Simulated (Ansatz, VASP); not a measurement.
# MnO2 in VASP and in Ansatz

```
Mn O
1.0
     4.39600    0.00000    0.00000
     0.00000    4.39600    0.00000
     0.00000    0.00000    2.87100
Mn O
2 4
Direct
  0.00000 0.00000 0.00000
  0.50000 0.50000 0.50000
  0.30200 0.30200 0.00000
  0.19800 0.80200 0.50000
  0.69800 0.69800 0.00000
  0.80200 0.19800 0.50000
```

Alike in both runs: task single point; functional LDA; k mesh 4 × 4 × 7; occupations gaussian, width 0.05 eV; collinear spin; Hubbard terms Mn d U = 1.0 eV.

```csv
,VASP,Ansatz
version,VASP 6.6.1,Ansatz 0.2.0
potentials or method,"VASP PAW LDA potentials, release 64 (Mn_pv, O)","scalar-relativistic, plane waves, PAW"
plane-wave cutoff (eV),520,420
valence electrons in the cell,50,54
```

VASP gave:

| Quantity | Value |
| --- | --- |
| gap on the k mesh at the Fermi level (eV) | none |
| pressure (GPa) | -12.7 |
| largest component of the traceless stress (GPa) | 3.08 |
| rms of the force components (eV/Å) | 0.206 |
| net moment per atom (μB) | 0.00 |
| size of the moment on the site where the two differ most (μB) | 2.53 |

Task: Which values does Ansatz return?

Result: gap on the k mesh at the Fermi level (eV): none; pressure (GPa): -13.5; largest component of the traceless stress (GPa): 2.99; rms of the force components (eV/Å): 0.227; net moment per atom (μB): 0.00; size of the moment on the site where the two differ most (μB): 2.26.

Site moments also hang on the region over which each program counts them. The programs project onto different local orbitals, so the same U acts differently. Atom by atom the forces differ by 0.021 eV/Å (rms over components). A gap of «none» marks a metal or a gap that the smearing closes. The two sets of potentials don't hold the same shells in valence. Ansatz warned: «filled_band_counts_differ_across_k_points».

The state reached can hang on the start; a lower one may exist.
